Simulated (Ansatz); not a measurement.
**Bi2Te3: what the smearing entropy tells about the Fermi level**

Level of theory: Ansatz, DFT PBE, scalar-relativistic, plane waves, PAW.

```yaml
crystal:
  lattice:
    - [2.20850, 1.27508, 9.94667]
    - [-2.20850, 1.27508, 9.94667]
    - [0.00000, -2.55016, 9.94667]
  atoms:
    - { symbol: Bi, position: [0.81200, 0.81200, 0.81200] }
    - { symbol: Bi, position: [0.40200, 0.40200, 0.40200] }
    - { symbol: Te, position: [0.61100, 0.61100, 0.61100] }
    - { symbol: Te, position: [0.20000, 0.20000, 0.20000] }
    - { symbol: Te, position: [0.00000, 0.00000, 0.00000] }
```

```json
{
  "plane-wave cutoff": "420 eV",
  "Γ-centred k-mesh": "12×12×12",
  "spin treatment": "unpolarised"
}
```

The same metal under several smearings of width σ, on one mesh. F is the free energy, TS the smearing's entropy term for the cell of 5 atoms, and E = F + TS. Gaussian occupations are ½ erfc[(ε − μ)/σ], and N counts both spins. Spin–orbit coupling is left out, which shifts the bands of heavy elements.

| rule | σ (eV) | F − F(narrowest) (meV/atom) | TS (meV/cell) |
| --- | --- | --- | --- |
| Fermi–Dirac | 0.05 | -0.753 | 9.861 |
| Fermi–Dirac | 0.1 | -4.733 | 63.360 |
| Fermi–Dirac | 0.5 | -239.112 | 2560.936 |
| Gaussian | 0.05 | 0.000 | 1.308 |
| Gaussian | 0.1 | -0.361 | 4.806 |
| Gaussian | 0.5 | -25.828 | 332.065 |

Q: For a density of states N (both spins) that is flat over the smeared range, TS = Nσ²/2 (Gaussian) and (π²/3)Nσ² (Fermi–Dirac). What N does each run give?

A:
| rule | σ (eV) | N (states/eV a cell) |
| --- | --- | --- |
| Fermi–Dirac | 0.05 | 1.20 |
| Fermi–Dirac | 0.1 | 1.93 |
| Fermi–Dirac | 0.5 | 3.11 |
| Gaussian | 0.05 | 1.05 |
| Gaussian | 0.1 | 0.96 |
| Gaussian | 0.5 | 2.66 |

Equal entropy needs σ_Gauss = π√(2/3) σ_FD = 2.57 σ_FD, so a Fermi–Dirac width acts like a Gaussian one 2.57 times as large. At moderate widths N lies between 0.96 and 1.93. The drift shows structure in the density of states within the smeared window (a rise with width points to a dip at the Fermi level, a fall to a peak or a steep flank), or a mesh too coarse for the narrower widths. At the narrowest widths only the few mesh levels within σ of μ count, so N can scatter there.

Q: To second order F = E0 − TS/2 and E = E0 + TS/2. How well does E0 = (E + F)/2 undo the smearing?

A:
| rule | σ (eV) | F − E0(narrowest) (meV/atom) | (E + F)/2 − E0(narrowest) (meV/atom) |
| --- | --- | --- | --- |
| Fermi–Dirac | 0.05 | -0.88 | 0.10 |
| Fermi–Dirac | 0.1 | -4.86 | 1.47 |
| Fermi–Dirac | 0.5 | -239.24 | 16.85 |
| Gaussian | 0.05 | -0.13 | 0.00 |
| Gaussian | 0.1 | -0.49 | -0.01 |
| Gaussian | 0.5 | -25.96 | 7.25 |

At Fermi–Dirac 0.1 eV the free energy is off by -4.86 meV/atom and the mean by 1.47. What remains is of order σ⁴ plus the mesh error of the narrowest run, which is no exact reference. Forces and stress are derivatives of F, not of E0, so they keep the σ² error.

This form isn't the usual stable structure of the compound.